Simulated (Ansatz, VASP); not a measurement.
## One calculation of Te2Mo, two programs

```
Mo Te
1.0
     3.51945    0.00000    0.00000
    -1.75973    3.04794    0.00000
     0.00000    0.00000    7.21445
Mo Te
1 2
Direct
  0.00000 0.00000 0.00000
  0.33333 0.66667 0.25342
  0.66667 0.33333 0.74658
```

The cell was built by a generator and needn't be a form met in nature.

Alike in both runs: task single point; functional PBE; k mesh 6 × 6 × 4; occupations fermi-dirac, width 0.02 eV; no spin polarisation.

|  | VASP | Ansatz |
| --- | --- | --- |
| version | VASP 6.6.1 | Ansatz 0.2.0 |
| potentials or method | VASP PAW PBE potentials, release 64 (Mo_sv, Te) | plane waves, PAW |
| plane-wave cutoff (eV) | 520 | 420 |
| valence electrons in the cell | 26 | 46 |

```tsv
	VASP	Ansatz	Ansatz less VASP
pressure (GPa)	1.9	1.9	0.00
largest component of the traceless stress (GPa)	1.44	1.39	-0.050
rms of the force components (eV/Å)	0.120	0.114	-0.0058
```

Atom by atom the forces differ by 0.006 eV/Å (rms over components). The two sets of potentials don't hold the same shells in valence.

Caveats: this functional lacks dispersion, which binds the layers, so the pressure and a relaxed spacing across them are unreliable. The runs have no spin-orbit coupling, so splittings on Te are missing.
